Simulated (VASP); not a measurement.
The system is BAs.

```
As B
1.0
     0.00000    2.38850    2.38850
     2.38850    0.00000    2.38850
     2.38850    2.38850    0.00000
As B
1 1
Direct
  0.75000 0.75000 0.75000
  0.00000 0.00000 0.00000
```

Base run:

* Program: VASP 6.6.1
* Functional: PBE
* Potentials or basis: VASP PAW PBE potentials, release 64 (As, B)
* Cutoff: 520 eV
* k mesh: 8 × 8 × 8
* Occupations: gaussian, width 0.02 eV
* Spin: spin-orbit coupling, no magnetisation

Its results: pressure 3.4 GPa.

Q: The run is repeated on the same cell with these changes: functional from PBE to LDA; potentials or basis from VASP PAW PBE potentials, release 64 (As, B) to VASP PAW LDA potentials, release 64 (As, B). What comes out?

A: Pressure -3.1 GPa.
